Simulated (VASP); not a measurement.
I2, 2 atoms in the cell. The cell holds a molecule in a box, 2 atoms: a = 12.980 Å, b = 13.480 Å, c = 13.980 Å, α = 90.00°, β = 90.00°, γ = 90.00°. 

* Program: VASP 6.6.1
* Task: single point
* Functional: RPBE
* Dispersion: D3(BJ)
* Potentials or basis: VASP PAW PBE potentials, release 64 (I)
* Cutoff: 400 eV
* k mesh: 1 × 1 × 1
* Occupations: gaussian, width 0.01 eV
* Spin: no spin polarisation
* Further INCAR settings: ALGO = Fast; EDIFF = 1e-06; ISYM = 0

Potentials or basis: VASP PAW PBE potentials, release 64 (I).

Command:

```sh
$ cat potpaw_PBE.64/I/POTCAR > POTCAR
$ mpirun -np 4 vasp_gam > vasp.out
```

Hardware: 4 MPI ranks on Intel(R) Xeon(R) Platinum 8488C (Sapphire Rapids), on a shared host.

Problem. How long does it take, and how much memory?

Solution. Wall time 39 s on 4 MPI ranks on Intel(R) Xeon(R) Platinum 8488C (Sapphire Rapids), on a shared host, peak memory 0.48 GiB a rank. Counts: scf iterations 22, k points 1.
